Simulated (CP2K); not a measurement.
Runs of CP2K 2026.2 on HfO2. The structure is orthorhombic, space group P2_12_12 (No. 18). Conventional cell: a = 5.080 Å, b = 5.165 Å, c = 4.891 Å, α = 90.00°, β = 90.00°, γ = 90.00°. Hf (site symmetry 1) is surrounded by 7 O at 1.99 to 2.25 Å. Around O (site symmetry 1) lie 3 Hf at 1.99 to 2.25 Å. Around O (site symmetry 2) lie 4 Hf at 2.13 to 2.15 Å. O (site symmetry 2) has 4 Hf at 2.16 to 2.18 Å as nearest neighbours. The cell comes from a database or a generator and needn't be the stable form of this composition.

```csv
level,gap on the mesh (eV),pressure (GPa),largest force (eV/Å)
TASK,(c),13.3,(d)
PBEsol,3.77,-2.5,0.15
BLYP,3.92,10.9,1.85
LDA,3.70,-6.5,0.13
PW91,3.85,3.5,0.24
WC,(a),(b),0.16
```

Alike in all rows: task band structure; potentials or basis POTENTIAL_UZH Hf GTH-PBE-q12, O GTH-PBE-q6; DZVP-MOLOPT-PBE-GTH basis; no spin polarisation; cell as given; k mesh 4 × 4 × 4; smearing fermi-dirac 0.05 eV.

Q: Estimate the missing entries.

A: (a) 3.78; (b) -2.2; (c) 5.18; (d) 0.29.

Caveats: the potentials were made for another functional, which shifts forces and pressure; spin-orbit coupling is left out, which moves the levels of the heavy elements; the basis of atomic orbitals isn't converged, which shifts pressures, moduli and gaps.

A k mesh can miss the band edges, and the runs leave out spin-orbit coupling on Hf.

Runs at the PBE level aren't shown here.
